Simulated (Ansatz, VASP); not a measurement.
# Mg3Te: VASP beside Ansatz

```
CELL_PARAMETERS angstrom
-2.13936 2.13936 5.28249
2.13936 -2.13936 5.28249
2.13936 2.13936 -5.28249
ATOMIC_POSITIONS crystal
Te 0.00413 0.99907 0.00223
Mg 0.24899 0.75892 0.50304
Mg 0.75360 0.24635 0.49841
Mg 0.49116 0.51464 0.00388
```

Change from the starting cell: atoms moved at random, drawn with an rms of 0.05 Å.

Alike in both runs: task single point; functional PBE; k mesh 9 × 9 × 9; occupations fermi-dirac, width 0.05 eV; no spin polarisation.

```csv
,VASP,Ansatz
version,VASP 6.6.1,Ansatz 0.2.0
potentials or method,"VASP PAW PBE potentials, release 64 (Te, Mg)",Ansatz PAW
plane-wave cutoff (eV),520,420
valence electrons in the cell,12,46
```

|  | VASP | Ansatz | Ansatz less VASP |
| --- | --- | --- | --- |
| gap on the k mesh at the Fermi level (eV) | none | none | - |
| pressure (GPa) | 0.1 | 0.2 | +0.10 |
| largest component of the traceless stress (GPa) | 0.17 | 0.15 | -0.020 |
| rms of the force components (eV/Å) | 0.096 | 0.096 | -0.0002 |

Atom by atom the forces differ by 0.000 eV/Å (rms over components). A gap of «none» marks a metal or a gap that the smearing closes. The two sets of potentials don't hold the same shells in valence.

The runs have no spin-orbit coupling, so splittings on Te are missing.
